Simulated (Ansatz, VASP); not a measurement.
CdS: VASP beside Ansatz

Contents of INCAR:

```
SYSTEM = CdS
PREC = Accurate ; ENCUT = 520
EDIFF = 1E-6 ; ISMEAR = -1
SIGMA = 0.05 ; LREAL = .FALSE.
LASPH = .TRUE. ; NELM = 80
ALGO = Normal ; ISIF = 2
LWAVE = .FALSE. ; LCHARG = .FALSE.
GGA = PE ; NBANDS = 16
```

Contents of KPOINTS:

```
Automatic mesh
0
G
  14 14 14
  0 0 0
```

File POSCAR:

```
CdS
1.0
    2.9988115914      0.0000000000      0.0000000000
    0.0000000000      2.9988115914      0.0000000000
    0.0000000000      0.0000000000      2.9988115914
Cd S
1 1
Direct
    0.0000000000      0.0000000000      0.0000000000
    0.5000000000      0.5000000000      0.5000000000
```

Input for Ansatz:

```yaml
crystal:
  lattice:
    - [2.9988115914, 0.0, 0.0]
    - [0.0, 2.9988115914, 0.0]
    - [0.0, 0.0, 2.9988115914]
  atoms:
    - { symbol: Cd, position: [0.0, 0.0, 0.0] }
    - { symbol: S, position: [0.5, 0.5, 0.5] }
kpoints:
  mp_grid: { grid: [14, 14, 14] }
scf:
  occupations: { method: fermi_dirac, width: 0.05 }
hamiltonian:
  xc: pbe
  pseudopotentials: { kind: paw }
output:
  forces: true
  stress: true
  eigenvalues: true
  populations: true
```

Change from the starting cell: volume scaled by 0.68, PAW files.

Alike in both runs: task single point; functional PBE; k mesh 14 × 14 × 14; occupations fermi-dirac, width 0.05 eV; no spin polarisation.

|  | VASP | Ansatz |
| --- | --- | --- |
| version | VASP 6.6.1 | Ansatz 0.2.0 |
| potentials or method | VASP PAW PBE potentials, release 64 (Cd, S) | PAW with Ansatz's default frozen-core files, scalar-relativistic |
| plane-wave cutoff (eV) | 520 | 420 |
| valence electrons in the cell | 18 | 26 |

```tsv
	VASP	Ansatz	Ansatz less VASP
pressure (GPa)	68.1	66.0	-2.12
```

The two sets of potentials don't hold the same shells in valence.

Caveats: the cell as given lies far from equilibrium; so large a pressure means that the cell lies far from this level's equilibrium, or that cutoff or potentials fall short (VASP).
